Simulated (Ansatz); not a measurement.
BAs:

```xyz
2
Lattice="3.2359 0.0000 0.0000 0.0000 3.2359 0.0000 0.0000 0.0000 3.2359" Properties=species:S:1:pos:R:3 pbc="T T T"
B     0.0000    0.0000    0.0000
As    1.6179    1.6179    1.6179
```

The cell was built by a generator and needn't be a form met in nature.

Program: Ansatz 0.2.0. Alike in all runs: task band structure; potentials or basis Ansatz PAW; no spin polarisation; cell as given; k mesh 8 × 8 × 8; cutoff (eV) 420; smearing fermi-dirac 0.05 eV.

Q: Order these runs on this cell by their pressure, lowest first.
A. level RPBE
B. level BLYP
C. level PBEsol

A: C (-17.7 GPa), A (-13.4 GPa), B (-8.0 GPa).

Caveats: the PAW data sets come from PBE, with cores solved anew for the run's functional, which leaves a small shift of forces and pressure.

Runs at the PBE level aren't shown here.
